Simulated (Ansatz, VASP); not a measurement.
## Two plane-wave programs on NaCl

Contents of INCAR:

```
  PREC = Accurate
  ENCUT = 520
  EDIFF = 1E-6
  ISMEAR = 0
  SIGMA = 0.01
  LREAL = False
  LASPH = True
  NELM = 80
  ALGO = Normal
  ISIF = 2
  LWAVE = False
  LCHARG = False
  GGA = RE
  NBANDS = 14
```

File KPOINTS:

```
Automatic mesh
0
Gamma
  7 7 7
```

Contents of POSCAR:

```
NaCl
1.0
    2.8600000000      0.0000000000      0.0000000000
    0.0000000000      2.8600000000      0.0000000000
    0.0000000000      0.0000000000      2.8600000000
Na Cl
1 1
Direct
    0.0000000000      0.0000000000      0.0000000000
    0.5000000000      0.5000000000      0.5000000000
```

Input for Ansatz:

```yaml
crystal:
  lattice:
    - [2.86, 0.0, 0.0]
    - [0.0, 2.86, 0.0]
    - [0.0, 0.0, 2.86]
  atoms:
    - { symbol: Na, position: [0.0, 0.0, 0.0] }
    - { symbol: Cl, position: [0.5, 0.5, 0.5] }
kpoints:
  mp_grid:
    grid: [7, 7, 7]
    shift: [0.0, 0.0, 0.0]
hamiltonian:
  xc: revpbe
scf:
  convergence:
    dr2_threshold: 1.0e-05
  lower_state_search: "off"
  occupations:
    method: fixed
output:
  stress: true
  eigenvalues: true
```

Measurements of this composition are mostly on another form, of space group No. 225.

Alike in both runs: task single point; functional revPBE; k mesh 7 × 7 × 7; no spin polarisation.

|  | VASP | Ansatz |
| --- | --- | --- |
| version | VASP 6.6.1 | Ansatz 0.2.0 |
| potentials or method | VASP PAW PBE potentials, release 64 (Na_pv, Cl) | plane waves, PAW |
| plane-wave cutoff (eV) | 520 | 420 |
| occupations | gaussian, width 0.01 eV | fixed |
| valence electrons in the cell | 14 | 16 |

|  | VASP | Ansatz | Ansatz less VASP |
| --- | --- | --- | --- |
| gap on the k mesh at the Fermi level (eV) | 5.14 | 5.09 | -0.048 |

The two sets of potentials don't hold the same shells in valence. Ansatz warned: «stress_scf_threshold_loose».

Caveats: an odd mesh through Γ misses points on the zone boundary, where band edges often lie. revPBE gaps usually lie below the measured ones, often by a third to a half.
